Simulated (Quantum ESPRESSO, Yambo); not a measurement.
An input for Yambo 5.3.0 (GaN (F-43m)):

```
optics
bss
bse
em1s
dipoles
rim_cut
RandQpts= 1000000
RandGvec= 1 RL
Chimod= "HARTREE"
BSKmod= "SEX"
BSEmod= "resonant"
BSSmod= "d"
BSENGexx= 30 Ry
BSENGBlk= 6 Ry
% BSEQptR
 3 | 3 |
%
% BSEBands
 7 | 13 |
%
% BEnRange
 0 | 5 | eV
%
% BDmRange
 0.1 | 0.1 | eV
%
BEnSteps= 101
% BLongDir
 1 | 0 | 0 |
%
% BndsRnXs
 1 | 33 |
%
NGsBlkXs= 6 Ry
% LongDrXs
 1 | 1 | 1 |
%
% KfnQP_E
 0.26 | 1.0 | 1.0 |
%
WRbsWF
```

```sh
OMP_NUM_THREADS=1 mpirun -n 4 yambo -F bse8.in -J bse8,bse3_W -C bse8 > bse8.log
```

The stored states that it reads are on a 6×6×6 mesh. Symmetry: F-43m, No. 216, cubic system. Conventional cell: a = 4.507 Å, b = 4.507 Å, c = 4.507 Å, α = 90.00°, β = 90.00°, γ = 90.00°. Nearest to Ga lie 4 N at 1.95 Å. Nearest to N lie 4 Ga at 1.95 Å. Farther neighbours and most contacts between anions are not listed.

Question: How long will it take on 4 MPI ranks of Arm Neoverse V1, shared host, and how much memory?

It took 76 s; on shared hardware allow 38 s to 2.5 min. Peak host memory was 1.6 GiB.

The kernel grows as the square of the matrix size, and full diagonalisation as its cube.

[Paths, hosts, dates, memory and timing lines, banners, echoed tables and standing remarks are left out of the program output.]

[Logs are printed without paths, hosts, clocks, repeated set-up lines and the standing remarks that a program may print on its own settings, such as how far it seeks lower states.]

[Runs of the session that timed out or met a known fault of the program may be left out.]

[Hosts, paths, dates, database ids (printed as entryN), source tags and the programs' standing remarks are cut or masked in the printed files.]
